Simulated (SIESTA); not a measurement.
GaP:

```
CELL_PARAMETERS angstrom
0.00000 2.72525 2.72525
2.72525 0.00000 2.72525
2.72525 2.72525 0.00000
ATOMIC_POSITIONS crystal
Ga 0.00000 0.00000 0.00000
P 0.75000 0.75000 0.75000
```

Base run:

* Program: SIESTA 5.4.2
* Functional: PBE
* Potentials or basis: PseudoDojo 0.4 standard (PBE files)
* Basis: DZP (energy shift 0.003 Ry; two zetas on semicore shells)
* Grid cutoff: 800 Ry
* Energy shift: 0.003 Ry
* k mesh: 8 × 8 × 8
* Occupations: fermi-dirac, width 0.05 eV
* Spin: no spin polarisation

Its results: band gap on the k mesh 1.64 eV, indirect (least direct gap 2.05 eV); pressure 3.1 GPa.

Problem. The run is repeated on the same cell with these changes: functional from PBE to BLYP. What comes out?

Solution. Band gap on the k mesh 1.67 eV, indirect (least direct gap 1.95 eV); pressure 6.8 GPa.

BLYP binds less tightly than PBE, so the same cell stands under more pressure.

Caveats: the basis of atomic orbitals isn't converged, which shifts pressures, moduli and gaps; the potentials were made for another functional, which shifts forces and pressure (some runs).
